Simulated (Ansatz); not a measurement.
**Levels at Γ against strain in KF**

```
CELL_PARAMETERS angstrom
0.00000 2.67350 2.67350
2.67350 0.00000 2.67350
2.67350 2.67350 0.00000
ATOMIC_POSITIONS crystal
K 0.00000 0.00000 0.00000
F 0.50000 0.50000 0.50000
```

Atoms are numbered in the order listed.

Conventional cell: a = 5.347 Å, b = 5.347 Å, c = 5.347 Å, α = 90.00°, β = 90.00°, γ = 90.00°. Around K (atom 1) lie 6 F at 2.67 Å. F (atom 2) is surrounded by 6 K at 2.67 Å.

The cell is COD entry 9008652, as deposited and not checked against the literature; nothing was relaxed.

The calculation used DFT, PBEsol, all-electron LAPW, scalar-relativistic in Ansatz 0.2.0.

Sampling and basis: a Γ-centred 9×9×9 k mesh, Fermi–Dirac smearing of 0.01 eV, basis error target 1 meV/atom, no spin polarisation.

The strain is applied along the Cartesian axes of the cell as listed (the other components stay zero). Fractional coordinates are held (clamped ions).

Only quantities that a quadratic follows smoothly over the whole series are listed; rougher ones are left out.

```csv
εzz,"direct gap at Γ, from the mean of the top three filled levels (eV)",singlet less doublet of the top filled triplet at Γ (eV)
-0.0200,6.131,0.034
-0.0100,6.082,0.016
0.0000,6.032,0.000
0.0200,5.934,-0.025
```

**Question.** Fit the series and give the slopes at zero strain.

**Answer.** Least-squares fits y = p0 + p1 x + p2 x² to the rows give direct gap at Γ, from the mean of the top three filled levels (eV): p1 = -4.93, p2 = 0.68; singlet less doublet of the top filled triplet at Γ (eV): p1 = -1.48, p2 = 11. Without spin–orbit coupling the singlet lies 3b(εzz − εxx) above the doublet in the usual convention, so the shear deformation potential is b = -0.49 eV.

**Question.** One run, at εzz = 0.0100, is withheld. Predict its row.

**Answer.** The fits give 5.983, -0.014; the run gave 5.983, -0.014.
